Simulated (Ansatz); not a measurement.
## ZrS2: S vacancy

Computed with DFT PBE, scalar-relativistic, plane waves, PAW in Ansatz 0.2.0. (420 eV cutoff, 2×2×2 k-mesh, shifted by half a step, Gaussian smearing of 0.01 eV, collinear spin in charge +1 alone)

Host crystal, relaxed:

```
Zr S
1.0
     3.68521    0.00000    0.00000
    -1.84260    3.19148    0.00000
     0.00000    0.00000    6.75791
Zr S
1 2
Direct
  0.00000 0.00000 0.00000
  0.66667 0.33333 0.78568
  0.33333 0.66667 0.21432
```

Supercell of 48 atoms, rows in host cell vectors: -3 -2 1; 1 -2 -1; 3 2 1. Atoms relax at the host's cell, keeping the symmetry that the supercell leaves at the site. The cell is small, so energies carry finite-size errors of tenths of an eV. The host's Kohn–Sham gap is 1.14 eV. Atoms are taken from and returned to the elements' standard states. Charged cells are corrected for image charges with the computed static dielectric tensor (mean 36.6) and aligned with the host's potential at far atoms (alignment terms reach 0.34 eV; the program doubts the alignment in some charges, where it is up to 0.34 eV). No band-filling term is added, and the Fermi level counts from the host's valence band top.

Defect: S vacancy set at (0.667, 0.333, 0.786) of the host cell. Before relaxation its nearest neighbours are 3 Zr at 2.57 Å.

```tsv
charge	E_f at the valence band top (eV)	over the neutral state (eV)	moment (μB)	largest move (Å)	atoms near the site
+2	0.52	-2.19	0.00	0.47	2 Zr at 3.00 Å, 1 Zr at 3.01 Å
+1	1.53	-1.18	0.50	0.46	2 Zr at 2.99 Å, 1 Zr at 3.00 Å
0	2.71	0.00	0.00	0.45	2 Zr at 2.99 Å, 1 Zr at 3.00 Å
```

Among the charges computed the stable one is +2 at the valence band top, changing to +1 at 1.01 eV. In charge 0 the extra carrier would gain by moving to a band edge of the host, so it isn't bound in the gap, though by less than the errors named above. In charge +1, 0 the cell has partly filled bands: a level of the defect may be part filled, the carrier may sit in the host's bands, or levels may cross between the k points, so transitions that involve it are doubtful. Without the alignment that the program doubts, the level (+1/0) would lie at 1.03 eV, inside the gap, so these runs don't decide whether the defect changes charge there. Fractional moments come from partly filled bands of the small cell.